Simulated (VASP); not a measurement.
Crystal: HfS2.

```
Hf S
1.0
     3.59936    0.00000    0.00000
    -1.79968    3.11714    0.00000
     0.00000    0.00000    5.76533
Hf S
1 2
Direct
  0.00000 0.00000 0.00000
  0.66667 0.33333 0.74789
  0.33333 0.66667 0.25211
```

The cell is a database's computed one.

Base run:

- Program: VASP 6.6.1
- Functional: HSE06
- Potentials or basis: VASP PAW PBE potentials, release 64 (Hf_pv, S)
- Cutoff: 520 eV
- k mesh: 6 × 6 × 3
- Occupations: gaussian, width 0.03 eV
- Spin: no spin polarisation

Its results: band gap on the k mesh 1.71 eV, indirect (least direct gap 2.71 eV); pressure 1.1 GPa; largest force 0.288 eV/Å.

**Question.** The run is repeated on the same cell with these changes: functional from HSE06 to PBE-EpsX. What comes out?

**Answer.** Band gap on the k mesh 1.55 eV, indirect (least direct gap 2.48 eV); pressure 2.0 GPa; largest force 0.137 eV/Å.

Caveats: the PAW data sets were made with another functional, which shifts forces and pressure a little; spin-orbit coupling is left out, which moves the levels of the heavy elements; this functional lacks dispersion, which binds the layers, so the pressure and a relaxed spacing across them are unreliable (some runs).

A k mesh can miss the band edges.
